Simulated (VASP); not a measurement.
# Pt in VASP: relaxation of the atoms with PBE

Aim: the relaxation of the atoms of Pt with PBE.

All numbers are computed with VASP 6.6.1; they aren't measurements. Logs are shortened: lines on timing, memory, paths and dates and some standing lists are left out, and cuts for length are marked.

## 1. The slab as given

The cell holds a slab with vacuum, 9 atoms: a = 2.806 Å, b = 2.806 Å, c = 33.327 Å, α = 90.00°, β = 90.00°, γ = 60.00°.

The cell was built by a generator and needn't be a form met in nature.

## 2. Relaxation of the atoms, PBE

INCAR

```
  PREC = Accurate
  ENCUT = 520
  EDIFF = 1E-6
  ISMEAR = 1
  SIGMA = 0.2
  LREAL = F
  LASPH = T
  NELM = 60
  ALGO = Normal
  ISIF = 2
  LWAVE = F
  LCHARG = F
  GGA = PE
  IBRION = 2
  NSW = 40
  EDIFFG = -0.005
  KPAR = 8
```

KPOINTS

```
regular mesh
0
Gamma
  18 18 1
```

POSCAR

```
Pt
1.0
    2.8057997077      0.0000000000      0.0000000000
    1.4028998539      2.4298938248      0.0000000000
    0.0000000000      0.0000000000     33.3274069452
Pt
9
Direct
    0.3333333333      0.3333333333      0.2250400102
    0.6666666667      0.6666666667      0.2937800077
    0.0000000000      0.0000000000      0.3625200051
    0.3333333333      0.3333333333      0.4312600026
    0.6666666667      0.6666666667      0.5000000000
    0.0000000000      0.0000000000      0.5687399974
    0.3333333333      0.3333333333      0.6374799949
    0.6666666667      0.6666666667      0.7062199923
    0.0000000000      0.0000000000      0.7749599898
```

Potentials or basis: VASP PAW PBE potentials, release 64 (Pt).

Command:

```sh
> cat potpaw_PBE.64/Pt/POTCAR > POTCAR
> mpirun -np 8 vasp_std > vasp.out
```

OUTCAR:

```text
PREC = Accurate
   ENCUT = 520
   EDIFF = 1E-6
   ISMEAR = 1
   LREAL = F
   LASPH = T
   NELM = 60
   ISIF = 2
   GGA = PE
   IBRION = 2
   NSW = 40
   EDIFFG = -0.005

 ion  position               nearest neighbor table
   1  0.333  0.333  0.225-   2 2.81   2 2.81   2 2.81
   2  0.667  0.667  0.294-   3 2.81   3 2.81   3 2.81   1 2.81   1 2.81   1 2.81
   3  0.000  0.000  0.363-   2 2.81   2 2.81   2 2.81   4 2.81   4 2.81   4 2.81
   4  0.333  0.333  0.431-   5 2.81   5 2.81   5 2.81   3 2.81   3 2.81   3 2.81
   5  0.667  0.667  0.500-   4 2.81   4 2.81   6 2.81   6 2.81   6 2.81   4 2.81
   6  0.000  0.000  0.569-   5 2.81   5 2.81   5 2.81   7 2.81   7 2.81   7 2.81
   7  0.333  0.333  0.637-   8 2.81   8 2.81   8 2.81   6 2.81   6 2.81   6 2.81
   8  0.667  0.667  0.706-   7 2.81   7 2.81   7 2.81   9 2.81   9 2.81   9 2.81
   9  0.000  0.000  0.775-   8 2.81   8 2.81   8 2.81

  LATTYP: Found a hexagonal cell.
 ALAT       =     2.8057997077
 C/A-ratio  =    11.8780420617

  Lattice vectors:

 A1 = (  -1.4028998539,  -2.4298938248,   0.0000000000)
 A2 = (   2.8057997077,   0.0000000000,   0.0000000000)
 A3 = (   0.0000000000,   0.0000000000,  33.3274069452)

Analysis of symmetry for initial positions (statically):
=====================================================================
 Subroutine PRICEL returns:
 Original cell was already a primitive cell.

 Routine SETGRP: Setting up the symmetry group for a
 hexagonal supercell.

 Subroutine GETGRP returns: Found 12 space group operations
 (whereof  6 operations were pure point group operations)
 out of a pool of 24 trial point group operations.

The static configuration has the point symmetry C_3v.
 The point group associated with its full space group is D_3d.

Analysis of symmetry for dynamics (positions and initial velocities):
=====================================================================
 Subroutine PRICEL returns:
 Original cell was already a primitive cell.

 Routine SETGRP: Setting up the symmetry group for a
 hexagonal supercell.

 Subroutine GETGRP returns: Found 12 space group operations
 (whereof  6 operations were pure point group operations)
 out of a pool of 24 trial point group operations.

The dynamic configuration has the point symmetry C_3v.
 The point group associated with its full space group is D_3d.

 Subroutine INISYM returns: Found 12 space group operations
 (whereof  6 operations are pure point group operations),
 and found     1 'primitive' translations

----------------------------------------------------------------------------------------

                                     Primitive cell

  volume of cell :     227.2194

  direct lattice vectors                    reciprocal lattice vectors
     2.805799708  0.000000000  0.000000000     0.356404628 -0.205770308  0.000000000
     1.402899854  2.429893825  0.000000000     0.000000000  0.411540615  0.000000000
     0.000000000  0.000000000 33.327406945     0.000000000  0.000000000  0.030005335

  length of vectors
     2.805799708  2.805799708 33.327406945     0.411540615  0.411540615  0.030005335

  position of ions in fractional coordinates (direct lattice)
     0.333333333  0.333333333  0.225040010
     0.666666667  0.666666667  0.293780008
     0.000000000  0.000000000  0.362520005
     0.333333333  0.333333333  0.431260003
     0.666666667  0.666666667  0.500000000
     0.000000000  0.000000000  0.568739997
     0.333333333  0.333333333  0.637479995
     0.666666667  0.666666667  0.706219992
     0.000000000  0.000000000  0.774959990

  ion indices of the primitive-cell ions
   primitive index   ion index
                 1           1
                 2           2
                 3           3
                 4           4
                 5           5
                 6           6
                 7           7
                 8           8
                 9           9

----------------------------------------------------------------------------------------

 KPOINTS: regular mesh

Automatic generation of k-mesh.
 Grid dimensions read from file:
 generate k-points for:   18   18    1

 Generating k-lattice:

  Cartesian coordinates                     Fractional coordinates (reciprocal lattice)
     0.019800257 -0.011431684  0.000000000     0.055555556  0.000000000  0.000000000
     0.000000000  0.022863368  0.000000000     0.000000000  0.055555556  0.000000000
     0.000000000  0.000000000  0.030005335     0.000000000  0.000000000  1.000000000

  Length of vectors
     0.022863368  0.022863368  0.030005335

  Shift w.r.t. Gamma in fractional coordinates (k-lattice)
     0.000000000  0.000000000  0.000000000

 Subroutine IBZKPT returns following result:
 ===========================================

 Found     37 irreducible k-points:

 Following reciprocal coordinates:
            Coordinates               Weight
  0.000000  0.000000  0.000000      1.000000
  0.055556  0.000000  0.000000      6.000000
  0.111111  0.000000  0.000000      6.000000
  0.166667  0.000000  0.000000      6.000000
  0.222222 -0.000000  0.000000      6.000000
  0.277778  0.000000  0.000000      6.000000
[... 16 lines left out ...]
  0.444444  0.111111  0.000000     12.000000
  0.500000  0.111111  0.000000     12.000000
 [... further k-points ...]
   k-points           NKPTS =     37   k-points in BZ     NKDIM =     37   number of bands    NBANDS=     54
   number of dos      NEDOS =    301   number of ions     NIONS =      9
   total plane-waves  NPLWV = 144000
   dimension x,y,z NGX =    24 NGY =   24 NGZ =  250
   dimension x,y,z NGXF=    48 NGYF=   48 NGZF=  500
   ions per type =               9
   NGX,Y,Z   is equivalent  to a cutoff of  14.22, 14.22, 12.47 a.u.
   NGXF,Y,Z  is equivalent  to a cutoff of  28.44, 28.44, 24.94 a.u.
 SYSTEM =  unknown system
   PREC   = accura    normal or accurate (medium, high low for compatibility)
   ISTART =      0    job   : 0-new  1-cont  2-samecut
   ICHARG =      2    charge: 1-file 2-atom 10-const
   ISPIN  =      1    spin polarized calculation?
   LNONCOLLINEAR =      F non collinear calculations
   LSORBIT =      F    spin-orbit coupling
   LASPH  =      T    aspherical Exc in radial PAW
   ENCUT  =  520.0 eV  38.22 Ry    6.18 a.u.   5.22  5.22 61.97*2*pi/ulx,y,z
   NELM   =     60;   NELMIN=  2; NELMDL= -5     # of ELM steps
   EDIFF  = 0.1E-05   stopping-criterion for ELM
   LREAL  =      F    real-space projection
   EDIFFG = -.5E-02   stopping-criterion for IOM
   NSW    =     40    number of steps for IOM
   IBRION =      2    ionic relax: 0-MD 1-quasi-New 2-CG
   NFREE  =      1    steps in history (QN), initial steepest desc. (CG)
   ISIF   =      2    stress and relaxation
   ISYM   =      2    0-nonsym 1-usesym 2-fastsym
   POTIM  = 0.5000    time-step for ionic-motion
   TEBEG  =    0.0;   TEEND  =   0.0 temperature during run
   PSTRESS=    0.0 pullay stress
   NELECT =      90.0000    total number of electrons
   NUPDOWN=      -1.0000    fix difference up-down
   EMIN   =  10.00;   EMAX   =-10.00  energy-range for DOS
   EFERMI =   0.00;   METHOD = LEGACY
   ISMEAR =     1;   SIGMA  =   0.20  broadening in eV -4-tet -1-fermi 0-gaus
   EFERMI_NEDOS =   21; number of points for ismear=-14 and -15
   IALGO  =     38    algorithm
   IMIX   =      4    mixing-type and parameters
     AMIX     =   0.40;   BMIX     =  1.00
     AMIX_MAG =   1.60;   BMIX_MAG =  1.00
  volume/ion in A,a.u.               =      25.25       170.37
  Fermi-wavevector in a.u.,A,eV,Ry     =   1.202284  2.271988 19.667052  1.445488
  Thomas-Fermi vector in A             =   2.338070
   LORBIT       =      0    0 simple, 1 ext, 2 COOP (PROOUT), +10 PAW based schemes
   GGA     = PE    functional components
   LHFCALC =     F    Hartree Fock is set to
   AEXX    =    0.0000 exact exchange contribution
   IVDW    =     0    specifies the selected vdW correction
   LEPSILON=     F    determine dielectric tensor
   LRPA    =     F    only Hartree local field effects (RPA)
 conjugate gradient relaxation of ions
 non-spin polarized calculation
 Methfessel and Paxton  Order N= 1 SIGMA  =   0.20
  energy-cutoff  :      520.00
  volume of cell :      227.22
 maximum number of plane-waves:      6168
 NGX is ok and might be reduce to    24
   NGX = 11   NGY = 11   NGZ =123

--------------------------------------- Ionic step        1  -------------------------------------------

 number of electron      89.9999994 magnetization

 Free energy of the ion-electron system (eV)
  ---------------------------------------------------
  ext. energy  EPLUGINS =         0.00000000
  ---------------------------------------------------
  free energy    TOTEN  =       -53.61657867 eV

  energy without entropy =      -53.58711431  energy(sigma->0) =      -53.60675722

------------------------ aborting loop because EDIFF is reached ----------------------------------------

  FORCE on cell =-STRESS in cart. coord.  units (eV):
  Direction    XX          YY          ZZ          XY          YZ          ZX
  --------------------------------------------------------------------------------------
  -------------------------------------------------------------------------------------
  Total       -4.4374841     -4.4374841     -0.0094228     -0.0000000      0.0000000     -0.0000000
  in kB      -31.2897365    -31.2897365     -0.0664422     -0.0000000      0.0000000     -0.0000000
  external PRESSURE =     -20.8819717 kB  Pullay stress =       0.0000000 kB
[... 110 lines left out ...]
  FREE ENERGIE OF THE ION-ELECTRON SYSTEM (eV)
  ---------------------------------------------------
  free  energy   TOTEN  =       -53.6207104648 eV

  energy  without entropy=      -53.5920748366  energy(sigma->0) =      -53.61116526

[... ionic steps 4 to 13 ...]

--------------------------------------- Ionic step       14  -------------------------------------------

 number of electron      89.9999994 magnetization

------------------------ aborting loop because EDIFF is reached ----------------------------------------

  FORCE on cell =-STRESS in cart. coord.  units (eV):
  Direction    XX          YY          ZZ          XY          YZ          ZX
  --------------------------------------------------------------------------------------
  -------------------------------------------------------------------------------------
  Total       -4.4877177     -4.4877177     -0.1754357     -0.0000000      0.0000000     -0.0000000
  in kB      -31.6439455    -31.6439455     -1.2370378     -0.0000000      0.0000000     -0.0000000
  external PRESSURE =     -21.5083096 kB  Pullay stress =       0.0000000 kB
[... 71 lines left out ...]
  energy  without entropy=      -53.5929773820  energy(sigma->0) =      -53.61174882

--------------------------------------- Ionic step       16  -------------------------------------------

 number of electron      89.9999993 magnetization

 Free energy of the ion-electron system (eV)
  ---------------------------------------------------
  ext. energy  EPLUGINS =         0.00000000
  ---------------------------------------------------
  free energy    TOTEN  =       -53.62114786 eV

  energy without entropy =      -53.59296653  energy(sigma->0) =      -53.61175409

 E-fermi :   4.3555     XC(G=0):  -8.7436

 val. band max:        4.3529787965   @ k =  -0.3889   0.2222   0.0000
 cond. band min:       4.3568170732   @ k =   0.4444   0.2222   0.0000
 fundamental gap:      0.0038382767
 Fermi energy:         4.3554923869

 k-point     1 :       0.0000    0.0000    0.0000
  band No.  band energies     occupation
      1      -5.3718      2.00000
      2      -5.0205      2.00000
      3      -4.4628      2.00000
      4      -3.8366      2.00000
      5      -3.2364      2.00000
      6      -2.8146      2.00000
[... 1357 lines left out ...]
     53       9.0220      0.00000
     54       9.2710      0.00000

 [... further k-points ...]

------------------------ aborting loop because EDIFF is reached ----------------------------------------

  FORCE on cell =-STRESS in cart. coord.  units (eV):
  Direction    XX          YY          ZZ          XY          YZ          ZX
  --------------------------------------------------------------------------------------
  -------------------------------------------------------------------------------------
  Total       -4.4475717     -4.4475717     -0.1216522     -0.0000000      0.0000000      0.0000000
  in kB      -31.3608665    -31.3608665     -0.8577980     -0.0000000      0.0000000      0.0000000
  external PRESSURE =     -21.1931770 kB  Pullay stress =       0.0000000 kB
[... 24 lines left out ...]
  FREE ENERGIE OF THE ION-ELECTRON SYSTEM (eV)
  ---------------------------------------------------
  free  energy   TOTEN  =       -53.6211478647 eV

  energy  without entropy=      -53.5929665326  energy(sigma->0) =      -53.61175409

 reached required accuracy - stopping structural energy minimisation
```

Run time: 12 min. Hardware: 8 MPI ranks of Intel Xeon Platinum 8559C (Emerald Rapids), shared host; peak memory 0.63 GiB.

What came out:

* Free energy: -53.6211 eV
* Energy gained by relaxing: 0.5 meV/atom
* Ionic steps: 16
* Largest force after relaxing: 0.003 eV/Å
* Band gap on the k mesh: none (metal or under the smearing width)

Forces in eV/Å, atoms in the order of the input:
```
Pt   0.000  0.000  0.000
Pt   0.000  0.000  0.000
Pt   0.000  0.000  0.003
Pt   0.000  0.000 -0.003
Pt   0.000  0.000  0.000
Pt   0.000  0.000  0.003
Pt   0.000  0.000 -0.003
Pt   0.000  0.000  0.000
Pt   0.000  0.000  0.000
```

Step by step:
```csv
step,energy change (eV),largest force (eV/Å),pressure (GPa)
1,0.0000,0.2025,-2.09
2,-0.0039,0.0439,-2.17
3,-0.0041,0.0587,-2.20
4,-0.0041,0.0599,-2.21
5,-0.0044,0.0139,-2.22
6,-0.0044,0.0167,-2.22
7,-0.0044,0.0122,-2.22
8,-0.0045,0.0091,-2.22
9,-0.0045,0.0082,-2.22
10,-0.0045,0.0074,-2.22
11,-0.0045,0.0098,-2.19
12,-0.0045,0.0191,-2.13
13,-0.0045,0.0161,-2.16
14,-0.0045,0.0140,-2.15
15,-0.0046,0.0101,-2.14
16,-0.0046,0.0033,-2.12
```

Final structure:
```yaml
crystal:
  lattice:
    - [2.80580, 0.00000, 0.00000]
    - [1.40290, 2.42989, 0.00000]
    - [0.00000, 0.00000, 33.32741]
  atoms:
    - { symbol: Pt, position: [0.33333, 0.33333, 0.22494] }
    - { symbol: Pt, position: [0.66667, 0.66667, 0.29439] }
    - { symbol: Pt, position: [0.00000, 0.00000, 0.36282] }
    - { symbol: Pt, position: [0.33333, 0.33333, 0.43125] }
    - { symbol: Pt, position: [0.66667, 0.66667, 0.50000] }
    - { symbol: Pt, position: [0.00000, 0.00000, 0.56875] }
    - { symbol: Pt, position: [0.33333, 0.33333, 0.63718] }
    - { symbol: Pt, position: [0.66667, 0.66667, 0.70561] }
    - { symbol: Pt, position: [0.00000, 0.00000, 0.77506] }
```

Levels at points of the mesh, in eV from the Fermi level:
```csv
k point,band 41,band 42,band 43,band 44,band 45,band 46,band 47,band 48,band 49,band 50
"(0.00, 0.00, 0.00)",-1.37,-1.37,-1.21,-1.09,-1.09,-0.73,-0.73,-0.37,-0.37,-0.10
"(0.50, 0.00, 0.00)",0.24,0.29,0.37,0.39,0.54,0.55,1.30,2.02,2.19,2.56
```

The run has no spin-orbit coupling, so splittings on Pt are missing.
